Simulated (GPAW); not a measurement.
# B K-edge XANES of a BP monolayer, part 2 of 3

Which transitions of a BP monolayer are seen with the electric vector in the plane, and which normal to it?

GPAW 26.7.0; X-ray absorption from dipole matrix elements to empty bands, plane-wave PAW PBE.

So far. Step 3 (Ground state of the crystal): The mesh shows a gap of 0.89 eV. The excited electron is kept all the same, which keeps the cell neutral.

## Step 5: Spectrum with XCH, B atom 1

The holes are 8.5 Å apart. In GPAW the data set carries the hole's charge, so charge=0 means a charged cell and charge=-1 a neutral one. The excited electron is kept in the cell, where it fills the lowest empty states and screens the hole. After the field has converged, empty bands are computed with the density fixed and the dipole matrix elements are summed.

The absorber has 3 P at 1.85 Å (trigonal planar).

xas.py reads:

```python
import numpy as np
from ase import Atoms
from ase.parallel import parprint, paropen
from gpaw import GPAW, PW, FermiDirac, Mixer, MixerDif, setup_paths
from gpaw.test import gen
setup_paths.insert(0, '.')
gen('B', name='fch1s', xcname='PBE', corehole=(1, 0, 1), write_xml=True)
from gpaw.mpi import world
world.barrier()

atoms = Atoms('B7P7',
    cell=[[-8.025, 2.77994155, 0],
     [1.605, -8.33982464, 0],
     [0, 0, 10.4]],
    scaled_positions=[[0, 0, 0.5],
     [0.4285714, 0.1428571, 0.5],
     [0.8571429, 0.2857143, 0.5],
     [0.2857143, 0.4285714, 0.5],
     [0.7142857, 0.5714286, 0.5],
     [0.1428571, 0.7142857, 0.5],
     [0.5714286, 0.8571429, 0.5],
     [0.7619048, 0.8095238, 0.5],
     [0.1904762, 0.952381, 0.5],
     [0.6190476, 0.0952381, 0.5],
     [0.047619, 0.2380952, 0.5],
     [0.4761905, 0.3809524, 0.5],
     [0.9047619, 0.5238095, 0.5],
     [0.3333333, 0.6666667, 0.5]],
    pbc=True)
atoms.calc = calc = GPAW(legacy_gpaw=True, mode=PW(400, force_complex_dtype=True), xc='PBE', setups={0: 'fch1s'},
    kpts={'size': (3, 3, 1), 'gamma': True}, occupations=FermiDirac(0.04),
    charge=-1, mixer=Mixer(0.05, 8, 50), maxiter=150,
    convergence={'density': 0.0001, 'eigenstates': 1e-6}, txt='scf.txt')
energy = atoms.get_potential_energy() + calc.get_reference_energy()
ef = calc.get_fermi_level()
out = dict(energy=energy, fermi=ef, forces=atoms.get_forces().tolist())
parprint(f'all-electron energy {energy:.4f} eV, Fermi level {ef:.4f} eV')
ev = np.array([[calc.get_eigenvalues(k, s) for k in range(len(calc.get_ibz_k_points()))] for s in range(calc.get_number_of_spins())])
out['homo'], out['lumo'], out['counts'] = ev[ev < ef].max(), ev[ev > ef].min(), sorted(set((ev < ef).sum((0, 2)).tolist()))
out['filled'] = (ev[:, 0] < ef).sum(1).tolist()

from ase.units import Ha
from gpaw.xas import dipole_matrix_elements
nb = int(calc.get_number_of_electrons() / 2) + 182
top, nb = nb, nb + 8 + nb // 12
nscf = calc.fixed_density(kpts={'size': (3, 3, 1), 'gamma': True}, nbands=nb,
    convergence={'bands': top, 'eigenstates': 5e-3}, maxiter=60, txt='nscf.txt')
cell = atoms.cell.array
ops = [cell.T @ U.T @ np.linalg.inv(cell.T) for U in nscf.wfs.kd.symmetry.op_scc]
filled = [28]  # bands filled in the ground state, by spin
E = np.arange(-6, 28, 0.1)
fwhm = np.interp(E, [4, 25], [0.9, 3.5])
Y, X, zero, highest = 0, 0, 1e9, 1e9
for spin in range(nscf.get_number_of_spins()):
    wfs = nscf.wfs
    mine = wfs.bd.get_slice()  # this rank's bands
    A = dipole_matrix_elements(wfs.setups[0])
    eps = np.zeros((wfs.kd.nibzkpts, nb))
    d = np.zeros((3, A.shape[1], wfs.kd.nibzkpts, nb), complex)
    for kpt in wfs.kpt_u:
        if kpt.s == spin and 0 in kpt.P_ani:
            eps[kpt.k, mine] = kpt.eps_n * Ha
            d[:, :, kpt.k, mine] = (kpt.weight * wfs.nspins / 2) ** 0.5 * np.inner(A, kpt.P_ani[0])
    world.sum(eps)
    world.sum(d)
    T = np.einsum('amkn,bmkn->abkn', d, d.conj()).real
    T = sum(np.einsum('ai,ijkn,bj->abkn', R, T, R) for R in ops) / len(ops)
    empty = np.ones_like(eps, bool) & (np.arange(nb) >= filled[spin])
    zero, highest = min(zero, eps[empty].min()), min(highest, eps[:, top - 1].min())
    lines = [(eps, T, empty)] if spin == 0 else lines + [(eps, T, empty)]
for eps, T, empty in lines:
    f = np.einsum('aakn->akn', T).reshape(3, -1)
    x = eps.ravel() - zero
    w = np.interp(x, E, fwhm) / 2.35482
    g = np.exp(-0.5 * ((E[:, None] - x) / w) ** 2) / (w * (2 * np.pi) ** 0.5)
    Y = Y + (f * empty.ravel()) @ g.T
    X = X + (f * ~empty.ravel()) @ g.T
out.update(E=E.round(2).tolist(), xas=Y.tolist(), xes=X.tolist(), zero=zero, valid=highest - zero, nk=len(eps), nb=nb)
for i in range(0, len(E), 10):
    parprint(f'{E[i]:7.2f}', *(f'{v:10.3e}' for v in Y[:, i]))
import json
with paropen('out.json', 'w') as f:
    json.dump(out, f)
```

Started as:

```console
> OMP_NUM_THREADS=1 mpirun -n 4 gpaw python xas.py
```

Numbers of over 12 decimals in the logs are rounded to 6 here.

Output:

```text
Input parameters:
  charge: -1
  convergence: {density: 0.0001,
                eigenstates: 1e-06}
  kpts: {gamma: True,
         size: (3, 3, 1)}
  maxiter: 150
  mixer: {backend: pulay,
          beta: 0.05,
          method: separate,
          nmaxold: 8,
          weight: 50}
  mode: {ecut: 400.0,
         force_complex_dtype: True,
         name: pw}
  occupations: {fixmagmom: False,
                name: fermi-dirac,
                width: 0.04}
  setups: {0: fch1s}
  xc: PBE

Initialize ...

[... PAW data sets ...]

Reference energy: -69599.748244  # eV

Spin-paired calculation

[... convergence settings ...]
Symmetries present (total): 2
  [... symmetry matrices ...]

9 k-points: 3 x 3 x 1 Monkhorst-Pack grid
5 k-points in the irreducible part of the Brillouin zone
       k-points in crystal coordinates                weights
   0:     0.00000000    0.00000000    0.00000000          1/9
   1:     0.00000000    0.33333333    0.00000000          2/9
   2:     0.33333333   -0.33333333    0.00000000          2/9
   3:     0.33333333    0.00000000    0.00000000          2/9
   4:     0.33333333    0.33333333    0.00000000          2/9

Wave functions: Plane wave expansion
  Cutoff energy: 400.000 eV
  Number of coefficients (min, max): 11766, 11788
  Pulay-stress correction: 0.000000 eV/Ang^3 (de/decut=0.000000)
  Using FFTW library
  Wavefunction extrapolation:
    Improved wavefunction reuse through dual PAW basis

Occupation numbers: Fermi-Dirac:
  width: 0.0400  # eV

Eigensolver
   Davidson(niter=2)

Densities:
  Coarse grid: 40*40*48 grid
  Fine grid: 80*80*96 grid
  Total Charge: 0.000000

Density mixing:
  Method: separate
  Backend: pulay
  Linear mixing parameter: 0.05
  old densities: 8
  Width of damping distribution: 1.1
  Damping of long wavelength oscillations: 50

[... Hamiltonian set-up ...]
Number of atoms: 14
Number of atomic orbitals: 56
Number of bands in calculation: 39
Number of valence electrons: 57
Bands to converge: occupied

... initialized

Initializing position-dependent things.

Density initialized from atomic densities
Creating initial wave functions:
  39 bands from LCAO basis set

            B    P  B       B

           P  B    P  B    P
             P       P
                B        B
                       P

Atomic positions and initial magnetic moments

Positions:
   0 B      0.000000    0.000000    5.200000    ( 0.0000,  0.0000,  0.0000)
   1 B     -3.210000    0.000000    5.200000    ( 0.0000,  0.0000,  0.0000)
   2 B     -6.420000    0.000000    5.200000    ( 0.0000,  0.0000,  0.0000)
   3 B     -1.605000   -2.779941    5.200000    ( 0.0000,  0.0000,  0.0000)
   4 B     -4.815000   -2.779942    5.200000    ( 0.0000,  0.0000,  0.0000)
   5 B      0.000000   -5.559883    5.200000    ( 0.0000,  0.0000,  0.0000)
   6 B     -3.210000   -5.559883    5.200000    ( 0.0000,  0.0000,  0.0000)
[...]
11 P     -3.210000   -1.853294    5.200000    ( 0.0000,  0.0000,  0.0000)
  12 P     -6.420000   -1.853294    5.200000    ( 0.0000,  0.0000,  0.0000)
  13 P     -1.605000   -4.633236    5.200000    ( 0.0000,  0.0000,  0.0000)

Unit cell:
           periodic     x           y           z      points  spacing
  1. axis:    yes   -8.025000    2.779942    0.000000    40     0.1839
  2. axis:    yes    1.605000   -8.339825    0.000000    40     0.1839
  3. axis:    yes    0.000000    0.000000   10.400000    48     0.2167

  Lengths:   8.492862   8.492862  10.400000
  Angles:   90.000000  90.000000 120.000000

Effective grid spacing dv^(1/3) = 0.2038

iter:   1  -111.264300
iter:   2  -107.403664   -0.75  -0.70
iter:   3   -99.168190   -0.87  -0.72
iter:   4   -98.461011   -1.62  -0.92
iter:   5   -97.985899   -1.79  -1.04
iter:   6   -97.958631   -1.97  -1.25
iter:   7   -97.904781   -2.29  -1.40
iter:   8   -97.915874   -2.64  -1.90
iter:   9   -97.923172c  -3.42  -1.83
iter:  10   -97.871119   -2.89  -1.79
iter:  11   -97.871753   -4.05  -2.53
iter:  12   -97.873493c  -3.67  -2.54
iter:  13   -97.870105c  -3.97  -2.39
iter:  14   -97.870121c  -4.60  -2.89
iter:  15   -97.870557c  -4.96  -2.95
iter:  16   -97.869920c  -4.82  -2.77
iter:  17   -97.869936c  -6.15c -3.26
iter:  18   -97.869983c  -5.89  -3.26
iter:  19   -97.869906c  -5.27  -3.21
iter:  20   -97.869902c  -6.57c -3.67
iter:  21   -97.869900c  -6.82c -3.89
iter:  22   -97.869900c  -7.87c -4.06c

Converged after 22 iterations.

Dipole moment: (6.246657, -7.213028, 0.000000) |e|*Ang

Energy contributions relative to reference atoms: (reference = -69599.748244)

Kinetic:        +89.703402
Potential:      -89.636902
External:        +0.000000
XC:             -97.769010
Entropy (-ST):   -0.036225
Local:           -0.149278
SIC:             +0.000000
--------------------------
Free energy:    -97.888012
Extrapolated:   -97.869900

Showing only first 2 kpts
 Kpt  Band  Eigenvalues  Occupancy
  0    26     -3.74355    2.00000
  0    27     -3.74355    2.00000
  0    28     -0.06992    0.00000
  0    29      1.06662    0.00000

  1    26     -3.00304    2.00000
  1    27     -2.61142    2.00000
  1    28     -0.90811    0.83336
[...]
Fermi level: -0.92156

No gap
No difference between direct/indirect transitions

Forces in eV/Ang:
  0 B     0.00012    0.00014    0.00000
  1 B     0.17113    0.00771    0.00000
  2 B    -0.09229    0.14415    0.00000
  3 B     0.09560    0.30614    0.00000
  4 B    -0.07880   -0.15206    0.00000
  5 B     0.21741   -0.23590    0.00000
  6 B    -0.31308   -0.07027    0.00000
[...]
11 P    -0.08257   -0.29182    0.00000
 12 P    -0.21162    0.21766    0.00000
 13 P     0.00005   -0.00001    0.00000
Scalar-relativistic atomic PBE calculation for B (Boron, Z=5)
Core hole in 1s state (1s occupation: 1.0)
300 radial gridpoints.
|------------------------------------------------|
|------------------------------------------------|
[... the atom generator's iteration count ...]

Energy contributions:
-------------------------
Kinetic:      +16.923827
XC:            -2.446370
Potential:    -31.470903
-------------------------
Total:        -16.993446

state      eigenvalue         ekin         rmax
-----------------------------------------------
1s^1.0 :    -8.619813    12.014061        0.202
2s^2.0 :    -0.872538     1.686908        1.272
2p^1.0 :    -0.649578     1.535951        1.118
-----------------------------------------------
(units: Bohr and Hartree)

Generating PAW setup
Kinetic energy of the core from tauc = 12.018096
Cutoffs:
rc(s)=1.200
rc(p)=1.200
rc(d)=1.200
rc(vbar)=1.080
rc(comp)=1.200
rc(nct)=1.200

Kinetic energy of the core states: 12.014061
Charge: 1.0
Core electrons: 1.0
Valence electrons: 3.0
Pseudo-core charge: 0.035742
Shape function alpha=6.944
Pseudo-electron charge 3.043936
state    eigenvalue         norm
--------------------------------
2s(2) :    -0.872538     1.031866
*s    :     0.127462
2p(1) :    -0.649578     0.944462
*p    :     0.350422
*d    :     0.000000
--------------------------------

Diagonalizing with gridspacing h=0.050

state   all-electron     PAW
-------------------------------
2s:      -0.872538    -0.873275
2p:      -0.649578    -0.650581
*d:                   -0.077574
*f:                   -0.014711
-------------------------------
all-electron energy -69697.6181 eV, Fermi level -0.9216 eV
[...]
25.00  4.001e-04  4.034e-04  1.411e-04
  26.00  2.993e-04  3.035e-04  1.029e-04
  27.00  1.712e-04  1.747e-04  6.213e-05
```

Elapsed: 2.3 min, on 4 MPI ranks of Arm Neoverse V1, shared host; peak memory 0.42 GiB.

The B K spectrum, B atom 1, excited-electron core hole (neutral cell) (energy from the bottom of the conduction band, which holds the excited electron; intensity scaled to a mean of 1 over the first 20 eV):

```
E (eV)  isotropic  ε ∥ x  ε ∥ z
  -2.0       0.00   0.00   0.00
  -1.0       0.01   0.00   0.04
   0.0       0.90   0.00   2.69
   1.0       1.03   0.00   3.08
   2.0       0.43   0.40   0.49
   3.0       2.05   2.38   1.38
   4.0       1.18   1.42   0.70
   5.0       1.08   1.05   1.13
   6.0       1.17   1.40   0.71
   7.0       1.18   1.17   1.20
   8.0       0.97   1.20   0.50
   9.0       0.98   1.26   0.42
  10.0       1.06   1.20   0.76
  11.0       1.16   1.20   1.09
  12.0       1.01   0.94   1.14
  13.0       0.90   0.72   1.26
  14.0       0.68   0.57   0.90
  15.0       0.66   0.65   0.66
  16.0       0.84   0.95   0.60
  17.0       0.97   1.18   0.56
  18.0       0.85   0.99   0.56
  19.0       0.65   0.65   0.66
  20.0       0.59   0.52   0.73
  21.0       0.63   0.59   0.72
```

Main maxima below 21 eV (height): 0.5 eV (1.45), 3.2 eV (2.15), 4.6 eV (1.27), 6.6 eV (1.25), 10.7 eV (1.18) and 17.0 eV (0.97). A K edge sees empty p states; at this planar three-fold site the curve for the electric vector normal to the plane peaks at 0.5 eV, where it is mainly π* that absorbs: that direction carries over 70 % of the weight there.

The total-energy difference is 193.88 eV. One term is added: -5.59 eV, since the hole is spin-paired here and a spin-polarised one costs that much less in the free atom (computed apart). The photon energy is then 188.29 eV. The functional leaves an error of a few eV in such absolute values.

## Step 6: Reference energy of the cell

The absorbing element, whose data set is made anew, changes for the next run, so it gets a reference energy of its own.

scf.py reads:

```python
import numpy as np
from ase import Atoms
from ase.parallel import parprint, paropen
from gpaw import GPAW, PW, FermiDirac, Mixer, MixerDif, setup_paths
from gpaw.test import gen
setup_paths.insert(0, '.')
gen('P', name='nch1s', xcname='PBE', corehole=(1, 0, 0), write_xml=True)
from gpaw.mpi import world
world.barrier()

atoms = Atoms('B7P7',
    cell=[[-8.025, 2.77994155, 0],
     [1.605, -8.33982464, 0],
     [0, 0, 10.4]],
    scaled_positions=[[0, 0, 0.5],
     [0.4285714, 0.1428571, 0.5],
     [0.8571429, 0.2857143, 0.5],
     [0.2857143, 0.4285714, 0.5],
     [0.7142857, 0.5714286, 0.5],
     [0.1428571, 0.7142857, 0.5],
     [0.5714286, 0.8571429, 0.5],
     [0.7619048, 0.8095238, 0.5],
     [0.1904762, 0.952381, 0.5],
     [0.6190476, 0.0952381, 0.5],
     [0.047619, 0.2380952, 0.5],
     [0.4761905, 0.3809524, 0.5],
     [0.9047619, 0.5238095, 0.5],
     [0.3333333, 0.6666667, 0.5]],
    pbc=True)
atoms.calc = calc = GPAW(legacy_gpaw=True, mode=PW(400, force_complex_dtype=True), xc='PBE', setups={7: 'nch1s'},
    kpts={'size': (3, 3, 1), 'gamma': True}, occupations=FermiDirac(0.02),
    charge=0, mixer=Mixer(0.05, 8, 50), maxiter=150,
    convergence={'density': 0.0001, 'eigenstates': 1e-6}, txt='scf.txt')
energy = atoms.get_potential_energy() + calc.get_reference_energy()
ef = calc.get_fermi_level()
out = dict(energy=energy, fermi=ef, forces=atoms.get_forces().tolist())
parprint(f'all-electron energy {energy:.4f} eV, Fermi level {ef:.4f} eV')
ev = np.array([[calc.get_eigenvalues(k, s) for k in range(len(calc.get_ibz_k_points()))] for s in range(calc.get_number_of_spins())])
out['homo'], out['lumo'], out['counts'] = ev[ev < ef].max(), ev[ev > ef].min(), sorted(set((ev < ef).sum((0, 2)).tolist()))
out['filled'] = (ev[:, 0] < ef).sum(1).tolist()
import json
with paropen('out.json', 'w') as f:
    json.dump(out, f)
```

Started as:

```console
> OMP_NUM_THREADS=1 mpirun -n 4 gpaw python scf.py
```

Output:

```text
Input parameters:
  convergence: {density: 0.0001,
                eigenstates: 1e-06}
  kpts: {gamma: True,
         size: (3, 3, 1)}
  maxiter: 150
  mixer: {backend: pulay,
          beta: 0.05,
          method: separate,
          nmaxold: 8,
          weight: 50}
  mode: {ecut: 400.0,
         force_complex_dtype: True,
         name: pw}
  occupations: {fixmagmom: False,
                name: fermi-dirac,
[...]
3s(2) :    -0.513310     1.123125
*s    :     0.486690
3p(3) :    -0.202354     1.007558
*p    :     0.797646
*d    :     0.000000
--------------------------------

Diagonalizing with gridspacing h=0.050

state   all-electron     PAW
-------------------------------
3s:      -0.513310    -0.513614
3p:      -0.202354    -0.202609
*d:                    0.037583
*f:                    0.071811
-------------------------------
all-electron energy -69891.5018 eV, Fermi level -1.3709 eV
[key lines of the parts left out:]
Converged after 17 iterations.
Dipole moment: (6.108790, -7.053826, 0.000000) |e|*Ang
Free energy:    -84.678906
Fermi level: -1.37090
```

It took 25 s on 4 MPI ranks; peak memory 0.26 GiB; 1.7 min of CPU time.

Reference energy: -69891.502 eV with the cores included.

[end of part 2 of 3]

[Banner, clock and machine lines of the logs are left out without a mark of their own.]

[Logs are printed without paths, hosts, clocks, repeated set-up lines and the standing remarks that a program may print on its own settings, such as how far it seeks lower states.]

[Hosts, paths, dates, database ids (printed as entryN), source tags and the programs' standing remarks are cut or masked in the printed files.]

[Lists of maxima count a maximum above −3 eV only where it reaches 4 % of the highest in the window and stands out from its surroundings by 2 % of it (1.5 % where it reaches 55 %); shoulders and weaker maxima are passed over, and of the rest the first, up to two pre-edge ones and the few strongest are named.]
